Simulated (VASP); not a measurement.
Write the native input for VASP 6.6.1 that does the following.

| Item | Value |
| --- | --- |
| Task | single point |
| Functional | PBEsol |
| Potentials or basis | VASP PAW PBE potentials, release 64 (Al, N) |
| Cutoff | 520 eV |
| k mesh | 9 × 9 × 7 |
| Occupations | gaussian, width 0.01 eV |
| Spin | no spin polarisation |
| Dipole correction | no |
| Further INCAR settings | ALGO = Normal; EDIFF = 1e-06; NBANDS = 16 |

The structure of AlN lies in POSCAR:

```
AlN
1.0
    1.8792397099     -2.4430116229      0.0000000000
    1.8792397099      2.4430116229      0.0000000000
    0.0000000000      0.0000000000      3.7584794199
Al N
2 2
Direct
   -0.0206119351      0.0206119351     -0.0039999200
    0.5928523723      0.4071476277      0.4960000800
   -0.0050452181      0.0050452181      0.4959999200
    0.5772856553      0.4227143447      0.9959999200
```

The cell was built by a generator and needn't be a form met in nature.

One way to write it, as run:

INCAR

```
ALGO = Normal
EDIFF = 1E-6
ENCUT = 520
GGA = PS
ISIF = 2
ISMEAR = 0
LASPH = True
LCHARG = True
LELF = True
LREAL = False
LVHAR = True
LWAVE = False
NBANDS = 16
NELM = 60
PREC = Accurate
SIGMA = 0.01
```

KPOINTS

```
k-points
0
Gamma
  9 9 7
```

Potentials or basis: VASP PAW PBE potentials, release 64 (Al, N).

Command:

```bash
$ cat potpaw_PBE.64/Al/POTCAR potpaw_PBE.64/N/POTCAR > POTCAR
$ mpirun -np 1 vasp_std > vasp.out
```

Results of the run:

- Pressure: 20.0 GPa
- Band gap on the k mesh: 4.29 eV, indirect (least direct gap 4.77 eV)

Caveat: so large a pressure means that the cell lies far from this level's equilibrium, or that cutoff or potentials fall short; the potentials were made for another functional, which shifts forces and pressure; an odd mesh through Γ misses points on the zone boundary, where band edges often lie.

Run time: 28 s on 1 thread of AMD EPYC 9R45 96-Core Processor (Zen 5), on a shared host, peak memory 0.14 GiB.
